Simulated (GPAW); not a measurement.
The system is AlN.

```
Al N
1.0
     3.11300    0.00000    0.00000
    -1.55650    2.69594    0.00000
     0.00000    0.00000    4.98100
Al N
2 2
Cartesian
  1.5565 0.8986 2.4905
  0.0000 1.7973 0.0000
  1.5565 0.8986 4.3833
  0.0000 1.7973 1.8928
```

```yaml
Program: GPAW 26.7.0
Task: relaxation of cell and atoms
Functional: TASK
Potentials_or_basis: GPAW PAW data sets (gpaw-data 1.2.1)
Cutoff: 800 eV
Basis: pw
k_mesh: 7 × 7 × 4
Occupations: fermi-dirac, width 0.05 eV
Spin: no spin polarisation
```

At the start: pressure 9.9 GPa; volume 10.45 Å³/atom.

Where does the relaxation end?

Over 5 steps the energy falls by 16.0 meV/atom and the volume is 10.94 Å³/atom (+4.7 %); space group P6_3mc (No. 186, to 0.05 Å).

The path:
| step | energy change (eV) | largest force (eV/Å) | pressure (GPa) | volume (Å³) |
| --- | --- | --- | --- | --- |
| 1 | 0.0000 | 0.1670 | 9.87 | 41.80 |
| 2 | -0.0183 | 0.0900 | 8.24 | 42.09 |
| 3 | -0.0615 | 0.1194 | 1.10 | 43.50 |
| 4 | -0.0633 | 0.0901 | 0.32 | 43.67 |
| 5 | -0.0642 | 0.0277 | -0.12 | 43.77 |

Final structure:
```cif
data_structure
_symmetry_space_group_name_H-M 'P 1'
_symmetry_Int_Tables_number 1
_cell_length_a 3.1614
_cell_length_b 3.1614
_cell_length_c 5.0566
_cell_angle_alpha 90.000
_cell_angle_beta 90.000
_cell_angle_gamma 120.000
_cell_volume 43.77
loop_
_atom_site_label
_atom_site_type_symbol
_atom_site_fract_x
_atom_site_fract_y
_atom_site_fract_z
_atom_site_occupancy
Al1 Al 0.66667 0.33333 0.49873 1
Al2 Al 0.33333 0.66667 0.99872 1
N1 N 0.66667 0.33333 0.88128 1
N2 N 0.33333 0.66667 0.38126 1
```

Caveat: later steps reuse the first step's grids; the PAW data sets were made with another functional, which shifts forces and pressure a little.
